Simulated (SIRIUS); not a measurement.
Input of a SIRIUS 7.10.0 run:

sirius.json

```json
{
  "control": {
    "processing_unit": "cpu",
    "verbosity": 2,
    "num_bands_to_print": 16,
    "print_forces": true,
    "print_stress": true
  },
  "parameters": {
    "electronic_structure_method": "pseudopotential",
    "xc_functionals": ["XC_GGA_X_PBE", "XC_GGA_C_PBE"],
    "gk_cutoff": 9.1,
    "pw_cutoff": 18.2,
    "ngridk": [10, 10, 10],
    "shiftk": [0, 0, 0],
    "smearing": "fermi_dirac",
    "smearing_width": 0.0018374661,
    "num_bands": 16,
    "num_mag_dims": 0,
    "num_dft_iter": 100,
    "energy_tol": 1e-08,
    "density_tol": 1e-06
  },
  "iterative_solver": {
    "type": "davidson",
    "min_tolerance": 1e-09,
    "tolerance_scale": [0.1, 0.25]
  },
  "mixer": {
    "type": "anderson",
    "beta": 0.7,
    "max_history": 8
  },
  "settings": {
    "tol_ne": 1e-10,
    "pseudo_grid_cutoff": 6.5
  },
  "unit_cell": {
    "lattice_vectors": [
      [0.0, 4.143572237849, 4.143572237849],
      [4.143572237849, 0.0, 4.143572237849],
      [4.143572237849, 4.143572237849, 0.0]
    ],
    "atom_coordinate_units": "lattice",
    "atom_types": ["W", "C"],
    "atom_files": {
      "C": "C.json",
      "W": "W.json"
    },
    "atoms": {
      "W": [
        [0.0, 0.0, 0.0]
      ],
      "C": [
        [0.5, 0.5, 0.5]
      ]
    }
  }
}
```

Potentials or basis: PseudoDojo 0.4.1 PBE standard (scalar relativistic).

Command:

```sh
$ upf_to_json C.upf
$ upf_to_json W.upf
$ OMP_NUM_THREADS=1 sirius.scf --input=sirius.json --output=out.json --task=0
```

Question: What does it give for the pressure?

Answer: -1.3 GPa.

Question: Predict the band gap on the k mesh.

Answer: None (metal or under the smearing width).

Spin-orbit coupling is left out, which matters for the levels of W.
